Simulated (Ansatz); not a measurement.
# BaZrO3: the cost of one run

Program: Ansatz 0.2.0. Level of theory: DFT PBE, scalar-relativistic, plane waves, PAW. These are calculated values, not measurements.

The COD entry's cell or inner coordinates are ideal or old and differ from later refinements, so a difference from it is no clean test against experiment.

## Step 1: The starting structure

Symmetry: Pm-3m, No. 221, cubic system. Conventional cell: a = 4.181 Å, b = 4.181 Å, c = 4.181 Å, α = 90.00°, β = 90.00°, γ = 90.00°. Ba (site symmetry m-3m) has 12 O at 2.96 Å in its first shell of neighbours. Around Zr (site symmetry m-3m) lie 6 O at 2.09 Å. O (site symmetry 4/mmm) is surrounded by 2 Zr at 2.09 Å and 4 Ba at 2.96 Å.

Coordinates:

```xyz
5
Lattice="4.1815 0.0000 0.0000 0.0000 4.1815 0.0000 0.0000 0.0000 4.1815" Properties=species:S:1:pos:R:3 pbc="T T T"
Ba    2.0907    2.0907    2.0907
Zr    0.0000    0.0000    0.0000
O     2.0907    0.0000    0.0000
O     0.0000    2.0907    0.0000
O     0.0000    0.0000    2.0907
```

No relaxation comes first: the listed cell is the starting point.

## Step 2: Zero of energy

The reference gives a free energy of -11844.6560 eV, pressure 5.25 GPa, largest force 0.000 eV/Å and gap on the mesh 3.26 eV. It was computed beforehand with the settings of the runs below.

## Step 3: The scan: one atom moved over a plane

Atom 1 (Ba) is moved by p along (0.000, 1.000, 0.000) and q along (0.000, 0.000, 1.000) (Å), all else fixed; its images in the other cells move with it. Points alike by symmetry are run once.

## Step 4: p = -0.200, q = -0.200

input.yaml

```yaml
crystal:
  lattice:
    - [4.1815, 0.0, 0.0]
    - [0.0, 4.1815, 0.0]
    - [0.0, 0.0, 4.1815]
  atoms:
    - { symbol: Ba, position: [0.5, 0.4521702738, 0.4521702738] }
    - { symbol: Zr, position: [0.0, 0.0, 0.0] }
    - { symbol: O, position: [0.5, 0.0, 0.0] }
    - { symbol: O, position: [0.0, 0.5, 0.0] }
    - { symbol: O, position: [0.0, 0.0, 0.5] }
basis:
  ecutwfc: 420
kpoints:
  mp_grid: { grid: [6, 6, 6] }
hamiltonian:
  xc: pbe
scf:
  occupations: { method: gaussian, width: 0.05 }
output:
  forces: true
  stress: true
  eigenvalues: true
```

Launch:

```console
ansatz run input.yaml --threads 1 --pin off --max-ram 2560MiB --backend cpu --events-out ev --progress --plain --runs-dir out
```

Q: Estimate wall time and peak memory on 1 thread of Arm Neoverse V1, shared host.

About 9.9 s, with a peak of 0.36 GiB.
